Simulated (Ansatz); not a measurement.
**Ti: do energies and stresses tell the same story?**

Method: DFT PBE, scalar-relativistic, plane waves, PAW (Ansatz 0.2.0).

Plane waves to 420 eV, a k mesh through Γ of 18×18×10 on the computed 2-atom cell and Gaussian smearing (0.10 eV); no spin polarisation.

Relaxed cell: P6_3/mmc, a = 2.939 Å, b = 2.939 Å, c = 4.650 Å, α = 90.00°, β = 90.00°, γ = 120.00°, 2 atoms in the primitive cell.

Energies at zero smearing and pressures from the stress tensor, at volumes with shape and atoms relaxed:
```json
{"V (Å³/atom)": "15.302", "E − E(first) (meV/atom)": "0.00", "P (GPa)": "17.96"}
{"V (Å³/atom)": "15.824", "E − E(first) (meV/atom)": "-49.43", "P (GPa)": "12.51"}
{"V (Å³/atom)": "16.345", "E − E(first) (meV/atom)": "-82.25", "P (GPa)": "7.76"}
{"V (Å³/atom)": "16.867", "E − E(first) (meV/atom)": "-100.56", "P (GPa)": "3.62"}
{"V (Å³/atom)": "17.389", "E − E(first) (meV/atom)": "-106.24", "P (GPa)": "0.01"}
{"V (Å³/atom)": "17.910", "E − E(first) (meV/atom)": "-100.92", "P (GPa)": "-3.13"}
{"V (Å³/atom)": "18.432", "E − E(first) (meV/atom)": "-86.08", "P (GPa)": "-5.86"}
{"V (Å³/atom)": "19.128", "E − E(first) (meV/atom)": "-53.55", "P (GPa)": "-8.95"}
```

Task: Check P = −dE/dV between neighbouring volumes, and get the bulk modulus from the pressures alone.

Result: With 1 eV/Å³ = 160.2 GPa:
```json
{"middle V (Å³/atom)": "15.563", "−ΔE/ΔV (GPa)": "15.182", "mean P (GPa)": "15.237"}
{"middle V (Å³/atom)": "16.085", "−ΔE/ΔV (GPa)": "10.080", "mean P (GPa)": "10.135"}
{"middle V (Å³/atom)": "16.606", "−ΔE/ΔV (GPa)": "5.622", "mean P (GPa)": "5.687"}
{"middle V (Å³/atom)": "17.128", "−ΔE/ΔV (GPa)": "1.744", "mean P (GPa)": "1.812"}
{"middle V (Å³/atom)": "17.650", "−ΔE/ΔV (GPa)": "-1.632", "mean P (GPa)": "-1.562"}
{"middle V (Å³/atom)": "18.171", "−ΔE/ΔV (GPa)": "-4.560", "mean P (GPa)": "-4.496"}
{"middle V (Å³/atom)": "18.780", "−ΔE/ΔV (GPa)": "-7.491", "mean P (GPa)": "-7.407"}
```

The two differ by 0.08 GPa at most. The mean of two end pressures misses the average over a step by about ΔV² P″/12, up to 0.06 GPa here; with that taken off 0.04 GPa remains. The stress is the derivative of the free energy, not of the energy at zero smearing, and with free energies 0.00 GPa remains. Around V = 17.389 Å³/atom, the two neighbours give B = −V ΔP/ΔV = 17.389 × 6.75 / 1.043 = 112.5 GPa, against B0 = 112.2 GPa from the Birch–Murnaghan fit of the energies.